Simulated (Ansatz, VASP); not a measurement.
# One calculation of Au, two programs

```xyz
2
Lattice="3.0113 0.0000 0.0000 -1.5056 2.6078 0.0000 0.0000 0.0000 5.0508" Properties=species:S:1:pos:R:3 pbc="T T T"
Au    0.0000    1.7386    1.2627
Au    1.5056    0.8693    3.7881
```

Alike in both runs: task single point; functional revPBE; k mesh 14 × 14 × 7; occupations fermi-dirac, width 0.1 eV; no spin polarisation.

|  | VASP | Ansatz |
| --- | --- | --- |
| version | VASP 6.6.1 | Ansatz 0.2.0 |
| potentials or method | VASP PAW PBE potentials, release 64 (Au) | plane waves (420 eV) with PAW, scalar-relativistic |
| plane-wave cutoff (eV) | 520 | 420 |
| valence electrons in the cell | 22 | 38 |

VASP gave:

```
pressure (GPa) : -7.5
```

Problem. Which values does Ansatz return?

Solution. Pressure (GPa): -7.4.

The two sets of potentials don't hold the same shells in valence.

Caveats: the PAW data sets were made with another functional, which shifts forces and pressure a little (VASP). The runs have no spin-orbit coupling, so splittings on Au are missing.
